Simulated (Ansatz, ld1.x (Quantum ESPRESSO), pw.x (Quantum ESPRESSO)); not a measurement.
Equation-of-state test of one TM potential (cadmium)

| Quantity | Value |
| --- | --- |
| Element | Cd (Z = 48) |
| Generator | ld1.x (Quantum ESPRESSO) 7.5 |
| Type | norm-conserving Troullier–Martins (Kleinman–Bylander form) |
| Functional | PBE |
| Relativity | scalar-relativistic |
| Frozen core | [Kr] 4d10 |
| Valence charge | 2 |
| Reference configuration | 5s2 5p0 |
| Partial waves | 5p (bound, empty): rc 2.25 bohr; 5s (bound): rc 2.50 bohr |
| Local potential | the s channel |
| Core correction | a·sin(br)/r model core, default radius (core density twice the valence density) |

Atomic tests: cutoffs needed: 8 Ry and 21 Ry (the cutoffs (Ry, on a coarse ladder) from which the occupation-weighted sum of valence levels, in a spherical-Bessel basis at the reference potential, stays within 10 and 1 mRy of its value at 400 Ry); ghost test: no extra level below or beside the all-electron valence levels (p, s, d, f tested) (spherical-Bessel basis up to 400 Ry, 20 bohr box); largest excitation error: -253 meV (all-electron minus pseudo) for 5s0 5p1, out of 5 test configurations.

Crystal test: diamond Cd in pw.x 7.5, no spin, 8³ k-points, Fermi–Dirac smearing 0.01 Ry, cutoffs 50/200 Ry. The reference is all-electron LAPW (Ansatz 0.2.0) with the same functional, mesh and smearing; V0 and B0 come from Birch–Murnaghan fits to the pressures at five volumes. Errors are pseudo minus all-electron; Δ is the rms difference of the E(V) curves that follow from these fits, minima aligned, over ±6 % about the mean V0. Mesh and smearing are coarse, so the numbers serve the comparison and aren't converged zero-temperature values; the lattice is a test structure that the element need not adopt.

```json
{"V (Å³/atom)": "35.622", "P all-electron (GPa)": "0.88", "P pseudo (GPa)": "-4.40"}
{"V (Å³/atom)": "36.560", "P all-electron (GPa)": "0.41", "P pseudo (GPa)": "-4.37"}
{"V (Å³/atom)": "37.497", "P all-electron (GPa)": "0.03", "P pseudo (GPa)": "-4.32"}
{"V (Å³/atom)": "38.434", "P all-electron (GPa)": "-0.29", "P pseudo (GPa)": "-4.26"}
{"V (Å³/atom)": "39.372", "P all-electron (GPa)": "-0.56", "P pseudo (GPa)": "-4.21"}
```

All-electron: a0 = 6.699 Å (V0 = 37.58 Å³/atom), B0 = 13.9 GPa.

Pseudopotential: mean pressure error (GPa): -4.41. The pressure does not cross zero within the volumes sampled, so no fit is given. This is a poor potential for the solid. The pseudo pressure rises with volume over the whole range, a mechanical instability.

Task: At the middle volume, how do free energy and pressure move when the wave cutoff is lowered (ecutrho kept at four times it)?

Result:

| cutoff (Ry) | shift of F (meV/atom) | shift of P (GPa) |
| --- | --- | --- |
| 22 | +8.5 | -0.11 |
| 30 | +5.0 | -0.04 |
| 40 | +0.6 | -0.02 |

Input at the middle volume:

```
&control
  calculation='scf', prefix='x', pseudo_dir='./', outdir='./tmp', tstress=.true., disk_io='none'
/
&system
  ibrav=0, nat=2, ntyp=1, ecutwfc=50, ecutrho=200, nbnd=9,
  occupations='smearing', smearing='fd', degauss=0.01
/
&electrons
  conv_thr=1e-09, mixing_beta=0.4, electron_maxstep=70
/
ATOMIC_SPECIES
Cd 1.0 Cd.UPF
CELL_PARAMETERS angstrom
  0.00000000 3.34707549 3.34707549
  3.34707549 0.00000000 3.34707549
  3.34707549 3.34707549 0.00000000
ATOMIC_POSITIONS crystal
Cd 0.0000 0.0000 0.0000
Cd 0.2500 0.2500 0.2500
K_POINTS automatic
8 8 8 0 0 0
```

```bash
pw.x < Cd.scf.in > Cd.scf.out
```

Lines of the output:

```
Message from routine setup:
     using ibrav=0 with symmetry is DISCOURAGED, use correct ibrav instead
     lattice parameter (alat)  =       8.9450  a.u.
     unit-cell volume          =     506.0846 (a.u.)^3
     number of electrons       =         4.00
     number of Kohn-Sham states=            9
     kinetic-energy cutoff     =      50.0000  Ry
     charge density cutoff     =     200.0000  Ry
     scf convergence threshold =      1.0E-09
     Exchange-correlation= PBE
     number of k points=    29  Fermi-Dirac smearing, width (Ry)=  0.0100
     iteration #  1     ecut=    50.00 Ry     beta= 0.40
     total energy              =      -9.35266015 Ry
     estimated scf accuracy    <       0.00320316 Ry
     iteration #  2     ecut=    50.00 Ry     beta= 0.40
     total energy              =      -9.35263384 Ry
     estimated scf accuracy    <       0.00106998 Ry
     iteration #  3     ecut=    50.00 Ry     beta= 0.40
     total energy              =      -9.35268489 Ry
     estimated scf accuracy    <       0.00001375 Ry
     iteration #  4     ecut=    50.00 Ry     beta= 0.40
     total energy              =      -9.35268767 Ry
     estimated scf accuracy    <       0.00000038 Ry
     iteration #  5     ecut=    50.00 Ry     beta= 0.40
     total energy              =      -9.35268774 Ry
     estimated scf accuracy    <          3.2E-09 Ry
     iteration #  6     ecut=    50.00 Ry     beta= 0.40
     the Fermi energy is     0.2833 ev
!    total energy              =      -9.35268774 Ry
     estimated scf accuracy    <          2.3E-10 Ry
     smearing contrib. (-TS)   =      -0.00494016 Ry
     The total energy is F=E-TS. E is the sum of the following terms:
     one-electron contribution =       1.55340342 Ry
     hartree contribution      =       0.17654204 Ry
     xc contribution           =      -7.67105246 Ry
     ewald contribution        =      -3.40664058 Ry
     convergence has been achieved in   6 iterations
          total   stress  (Ry/bohr**3)                   (kbar)     P=      -43.21
     Message from routine punch:
     Nothing written, as per user request (disk_io='none')
```

The run at the middle volume (29 k-points, 6 iterations) took about 13 s on one core of a shared host (Neoverse-V1, 32 threads, 247 GiB, load 21).
